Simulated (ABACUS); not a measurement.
An input for ABACUS 3.10.1 (Zn):

The input INPUT:

```
INPUT_PARAMETERS
suffix              Zn
calculation         scf
basis_type          lcao
pseudo_dir          ./
orbital_dir         ./
symmetry            1
dft_functional      pbe
ecutwfc             100
pseudo_rcut         10
nspin               1
nbands              10
ks_solver           genelpa
smearing_method     fd
smearing_sigma      0.00367493
scf_thr             1e-07
scf_nmax            100
mixing_type         broyden
mixing_beta         0.7
cal_force           1
cal_stress          1
out_mul             1
out_chg             1
out_pot             2
out_elf             1
```

File STRU:

```
ATOMIC_SPECIES
Zn 65.3800 Zn.upf

NUMERICAL_ORBITAL
Zn_confined-atom_7au_2s1p1d.orb

LATTICE_CONSTANT
1.8897261246

LATTICE_VECTORS
-1.5935815700 1.7766151400 1.7460215800
1.5039206500 -1.5066388000 1.3863843100
1.5441115400 1.4571687700 -1.4760452300

ATOMIC_POSITIONS
Direct

Zn
0.0
1
0.0000000000 0.0000000000 0.0000000000 1 1 1
```

File KPT:

```
K_POINTS
0
Gamma
11 12 12 0 0 0
```

Potentials or basis: PseudoDojo NC SR 0.4.1 PBE standard, SZ LCAO (the cutoffs set its grid).

The run is started by

```console
$ OMP_NUM_THREADS=1 mpirun -np 4 abacus > log
```

Q: What does the program do with it?

A: The run stopped without a result. It printed:

running log:

```text
ABACUS v3.10.1

               Atomic-orbital Based Ab-initio Computation at UStc

 ------------------------------------------------------------------------------------

 READING GENERAL INFORMATION
                           global_out_dir = OUT.Zn/
                           global_in_card = INPUT
                               pseudo_dir = ./
[... 55 lines left out ...]
            AUTOSET number of electrons:  = 20
                           occupied bands = 10
 !!!!!!!!!!!!!!!!!!!!!!!!!!!!!!!!!!!!!!!!!!!!!!!!!!!!!!!!!
                         NOTICE
 !!!!!!!!!!!!!!!!!!!!!!!!!!!!!!!!!!!!!!!!!!!!!!!!!!!!!!!!!

 for smearing, num. of bands > num. of occupied bands
 CHECK IN FILE : OUT.Zn/warning.log

 !!!!!!!!!!!!!!!!!!!!!!!!!!!!!!!!!!!!!!!!!!!!!!!!!!!!!!!!!
                         NOTICE
 !!!!!!!!!!!!!!!!!!!!!!!!!!!!!!!!!!!!!!!!!!!!!!!!!!!!!!!!!
 Check in file : OUT.Zn/warning.log
```

On the terminal:

```text
ABACUS v3.10.1,Local thread limit: 128

               Atomic-orbital Based Ab-initio Computation at UStc

 !!!!!!!!!!!!!!!!!!!!!!!!!!!!!!!!!!!!!!!!!!!!!!!!!!!!!!!!!
                         NOTICE
 !!!!!!!!!!!!!!!!!!!!!!!!!!!!!!!!!!!!!!!!!!!!!!!!!!!!!!!!!

 for smearing, num. of bands > num. of occupied bands
 CHECK IN FILE : OUT.Zn/warning.log

 !!!!!!!!!!!!!!!!!!!!!!!!!!!!!!!!!!!!!!!!!!!!!!!!!!!!!!!!!
                         NOTICE
 !!!!!!!!!!!!!!!!!!!!!!!!!!!!!!!!!!!!!!!!!!!!!!!!!!!!!!!!!
```
